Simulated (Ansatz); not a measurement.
The reference is ZnTe in the zinc blende structure (space group F-43m, No. 216; a = 6.1792 Å). Axes: x, y, z lie along the cube axes.

Calculations: PBE (Ansatz, a program for electronic structure, PAW, no SOC), earlier PAW set.

A first run, uniaxial strain ε_yy = +1.59 %, gives secant values C11 ≈ 62 GPa and C12 ≈ 31 GPa from its stress. A second run applies isotropic strain −2.09 %.

Task: What does linear elasticity predict for the bulk modulus −ΔP/(ΔV/V₀) in the second run, and what does the run give?

Result: Linear elasticity: (C11 + 2 C12)/3 = 41 GPa. The run gives 52 GPa; any difference comes from nonlinear terms at these strains and numerical noise.

Stability against distortions was not tested.
